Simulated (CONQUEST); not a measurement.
Crystal: SiC (Moissanite).

```xyz
8
Lattice="3.0760 0.0000 0.0000 0.0000 5.0480 0.0000 0.0000 0.0000 5.3278" Properties=species:S:1:pos:R:3 pbc="T T T"
Si    1.5168    2.5656    4.4268
Si    3.0548    2.5656    1.7629
Si    1.5178    0.0067    0.8908
Si    3.0558    0.0067    3.5547
C     1.5252    4.4799    4.4935
C     3.0632    4.4799    1.8296
C     1.5319    1.9184    0.9114
C     3.0699    1.9184    3.5753
```

The cell isn't the ideal one: atoms moved at random, drawn with an rms of 0.05 Å.

Base run:

| Item | Value |
| --- | --- |
| Program | CONQUEST 1.3 |
| Functional | PBE |
| Potentials or basis | PseudoDojo NC PBE, DZP, multi-site functions of range 12 bohr, grid cutoff 120 Ha |
| k mesh | 6 × 4 × 4 |
| Occupations | fermi-dirac, width 0.05 eV |
| Spin | no spin polarisation |

Its results: band gap on the k mesh 2.15 eV; pressure 6.3 GPa; largest force 1.577 eV/Å.

Problem. The run is repeated on the same cell with these changes: potentials or basis from PseudoDojo NC PBE, DZP, multi-site functions of range 12 bohr, grid cutoff 120 Ha to PseudoDojo NC PBE, DZP, multi-site functions of range 8 bohr, grid cutoff 120 Ha. What comes out?

Solution. Band gap on the k mesh 2.78 eV; pressure 7.7 GPa; largest force 1.529 eV/Å.

Caveats: multi-site functions contract the basis, which raises the energy a little and makes forces and stress less exact; the basis of atomic orbitals isn't converged, which shifts pressures, moduli and gaps.

A k mesh can miss the band edges.
